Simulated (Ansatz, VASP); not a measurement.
LiH in VASP and in Ansatz

Contents of INCAR:

```
SYSTEM = LiH
  PREC = Accurate
  ENCUT = 520
  EDIFF = 1E-6
  ISMEAR = -1
  SIGMA = 0.02
  LREAL = .False.
  LASPH = .True.
  NELM = 80
  ALGO = Normal
  ISIF = 2
  LWAVE = .False.
  LCHARG = .False.
  GGA = PE
  NBANDS = 9
```

KPOINTS

```
Automatic mesh
0
Gamma
  10 10 10
  0 0 0
```

POSCAR

```
LiH
1.0
    0.0000000000      2.1451220117      2.1530589631
    2.1451220117      0.0000000000      2.1530589631
    2.1451220117      2.1451220117      0.0000000000
Li H
1 1
Direct
    0.0000000000      0.0000000000      0.0000000000
    0.2500000000      0.2500000000      0.2500000000
```

Input for Ansatz:

```yaml
crystal:
  lattice:
    - [0.0, 2.1451220117, 2.1530589631]
    - [2.1451220117, 0.0, 2.1530589631]
    - [2.1451220117, 2.1451220117, 0.0]
  atoms:
    - { symbol: Li, position: [0.0, 0.0, 0.0] }
    - { symbol: H, position: [0.25, 0.25, 0.25] }
kpoints:
  mp_grid: { grid: [10, 10, 10] }
  band_path:
    path:
      - [0.0, 0.0, 0.0]
      - [-0.5, -0.5, 0.0]
      - [-0.375, -0.375, 0.25]
      - [-0.375, 0.0, 0.375]
      - [0.0, 0.0, 0.5]
      - [-0.5, -0.25, 0.25]
      - [-0.15, -0.075, 0.425]
      - [0.25, -0.25, -0.5]
    npoints: 1
hamiltonian:
  xc: pbe
scf:
  occupations: { method: fermi_dirac, width: 0.02 }
  n_extra_bands: 4
output:
  forces: true
  stress: true
  eigenvalues: true
```

Change from the starting cell: uniaxial_z strain +0.4%.

Alike in both runs: task single point; functional PBE; k mesh 10 × 10 × 10; occupations fermi-dirac, width 0.02 eV; no spin polarisation.

|  | VASP | Ansatz |
| --- | --- | --- |
| version | VASP 6.6.1 | Ansatz 0.2.0 |
| potentials or method | VASP PAW PBE potentials, release 64 (Li_sv, H) | plane waves, PAW |
| plane-wave cutoff (eV) | 520 | 420 |
| valence electrons in the cell | 4 | 4 |

VASP gave:

* gap on the k mesh at the Fermi level (eV): 4.23

Task: Which values does Ansatz return?

Result: gap on the k mesh at the Fermi level (eV): 4.22.

 A k mesh can miss the band edges.
